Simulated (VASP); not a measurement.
Input:

```xyz
2
Lattice="2.6775 0.0000 0.0000 0.0000 2.6775 0.0000 0.0000 0.0000 3.7322" Properties=species:S:1:pos:R:3 pbc="T T T"
Co     0.0000     0.0000     0.0000
Pt     1.3388     1.3388     1.8661
```
Starting moments (μB, in the order of the record's atoms Co Pt): 2.2 0.3.

Level of theory: r2SCAN meta-GGA, VASP's PBE PAW potentials (set 64) (plane waves; VASP). Numerical set-up: 400 eV cut-off, 15×15×11 Γ-centred mesh, tetrahedra with Blöchl corrections, potentials Co Pt.

Question: Give the spin-up energies of bands 1 to 12 at the high-symmetry points, in eV from the Fermi level.

Answer: 
```csv
band,Γ,X,M,Z,R,A
1,-10.06,-6.51,-7.26,-8.16,-7.01,-6.52
2,-6.67,-5.23,-6.24,-6.18,-6.93,-5.21
3,-6.65,-4.79,-6.24,-6.05,-4.13,-5.21
4,-3.99,-4.64,-6.24,-4.32,-4.13,-4.85
5,-3.99,-4.21,-2.02,-3.18,-4.09,-4.21
6,-3.69,-3.61,-1.60,-3.18,-3.44,-4.21
7,-2.98,-3.44,-1.22,-3.08,-1.81,-2.50
8,-2.17,-3.05,-1.22,-2.86,-1.48,-2.02
9,-0.86,-2.81,-1.00,-2.81,-0.94,-1.88
10,-0.86,-1.68,0.82,-2.24,-0.73,0.82
11,-0.59,-0.30,1.88,-2.24,-0.62,7.13
12,2.21,2.44,1.88,-0.75,-0.30,7.13
```

Question: Give the spin-down energies of bands 1 to 12 at the high-symmetry points, in eV from the Fermi level.

Answer: 
```tsv
band	Γ	X	M	Z	R	A
1	-10.27	-6.51	-7.02	-8.25	-6.78	-6.39
2	-6.32	-5.03	-5.29	-6.12	-6.35	-5.06
3	-6.20	-4.60	-5.29	-5.83	-3.06	-5.06
4	-2.36	-4.00	-5.09	-2.87	-3.01	-2.41
5	-2.36	-2.56	0.32	-2.35	-2.29	-1.55
6	-1.73	-1.92	0.59	-1.85	-1.56	-1.47
7	-0.71	-1.36	0.96	-1.85	-0.91	-1.47
8	-0.55	-1.26	1.40	-1.13	-0.45	-0.59
9	1.03	-0.10	1.60	-0.46	0.40	0.59
10	1.56	0.55	1.60	0.32	1.05	1.40
11	1.56	1.51	1.66	0.32	1.11	7.85
12	2.02	2.84	1.66	0.73	1.30	7.85
```

It has no gap at this level: it comes out as a metal or semimetal.

The compound is CoPt in the L1_0 structure. It was relaxed first.
